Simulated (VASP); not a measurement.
Wanted: the native input for a VASP 6.6.1 run.

| Item | Value |
| --- | --- |
| Task | single point |
| Functional | PBEsol |
| Dispersion | D3(BJ) |
| Potentials or basis | VASP PAW PBE potentials, release 64 (S, W_sv) |
| Cutoff | 520 eV |
| k mesh | 12 × 12 × 1 |
| Occupations | gaussian, width 0.03 eV |
| Spin | no spin polarisation |
| Dipole correction | yes |
| Further INCAR settings | ALGO = Normal; EDIFF = 1e-06; NBANDS = 20 |

The structure of WS2 lies in POSCAR:

```
WS2
1.0
    3.1700000000      0.0000000000      0.0000000000
   -1.5850000000      2.7453005300      0.0000000000
    0.0000000000      0.0000000000     17.1400000000
S W
2 1
Direct
    0.6666670000      0.3333330000      0.4084014002
    0.6666670000      0.3333330000      0.5915985998
    0.3333330000      0.6666670000      0.5000000000
```

The cell was built by a generator and needn't be a form met in nature.

The input as run:

INCAR

```
SYSTEM = WS2
PREC = Accurate ; ENCUT = 520
EDIFF = 1E-6 ; ISMEAR = 0
SIGMA = 0.03 ; LREAL = .FALSE.
LASPH = .TRUE. ; NELM = 100
ALGO = Normal ; ISIF = 2
LWAVE = .FALSE. ; LCHARG = .FALSE.
LDIPOL = .TRUE. ; IDIPOL = 3
DIPOL = 0.5 0.5 0.500 ; GGA = PS
IVDW = 12 ; NBANDS = 20
```

KPOINTS

```
Automatic mesh
0
G
  12 12 1
  0 0 0
```

Potentials or basis: VASP PAW PBE potentials, release 64 (S, W_sv).

Run with:

```sh
$ cat potpaw_PBE.64/S/POTCAR potpaw_PBE.64/W_sv/POTCAR > POTCAR
$ mpirun -np 1 vasp_std > vasp.out
```

It gave:

```
Largest force              : 0.268 eV/Å
Band gap on the k mesh     : 1.86 eV, direct
Dispersion energy per atom : -0.246 eV
```

Caveat: the PAW data sets were made with another functional, which shifts forces and pressure a little; spin-orbit coupling is left out, which moves the levels of the heavy elements.

It took 44 s on 1 thread of AMD EPYC 9R45 (Zen 5) (shared host), peak memory 0.23 GiB.
